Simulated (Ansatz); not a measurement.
Method: Ansatz 0.2.0, DFT PBE, scalar-relativistic, plane waves, PAW. Each cell gets a short relaxation within its symmetry: 420 eV, a coarse mesh through Γ, smearing of 0.2 eV, at most 16 steps to 0.08 eV/Å and 0.8 GPa. No spin polarisation. Energies are free energies per atom, good to about 0.1 eV/atom between metallic cells, end volumes are rough, and groups of ends are read at 0.1 Å.

Two trial cells of SiGe3, not yet relaxed:

A.

```
Si Ge
1.0
     5.08043    0.00000    0.00000
    -2.54021    4.39978    0.00000
     0.00000    0.00000    6.57027
Si Ge
2 6
Direct
  0.33333 0.66667 0.50000
  0.66667 0.33333 0.50000
  0.00000 0.00000 0.25969
  0.00000 0.00000 0.74031
  0.33333 0.66667 0.17538
  0.33333 0.66667 0.82462
  0.66667 0.33333 0.82462
  0.66667 0.33333 0.17538
```

B.

```
Si Ge
1.0
     2.63966    1.52401    3.61516
    -2.63966    1.52401    3.61516
     0.00000   -3.04802    3.61516
Si Ge
1 3
Direct
  0.50000 0.50000 0.50000
  0.00000 0.00000 0.00000
  0.27784 0.27784 0.27784
  0.72216 0.72216 0.72216
```

**Question.** Compare their energies before and after the relaxation.

**Answer.** As given, B is lower by 0.27 eV/atom. Relaxed, A is lower by 0.15 eV/atom, so the order turns round. A goes from P6/mmm at 18.4 Å³/atom to P6/mmm at 19.5 Å³/atom and gains 0.54 eV/atom. B goes from R-3m at 21.8 Å³/atom to R-3m at 18.3 Å³/atom and gains 0.11 eV/atom. The closest pair in A goes from Si–Ge at 2.13 Å to Si–Ge at 2.58 Å. The closest pair in B goes from Si–Ge at 2.41 Å to Si–Ge at 2.63 Å. At the end: counting Ge atoms around Si (those within 1.25 times the shortest such distance or 1.15 times the sum of covalent radii; a plus sign parts nearer from farther groups), A and B both have Si 2+6. The lowest end among all the guesses of this search lies 0.29 eV/atom under the better of the two.
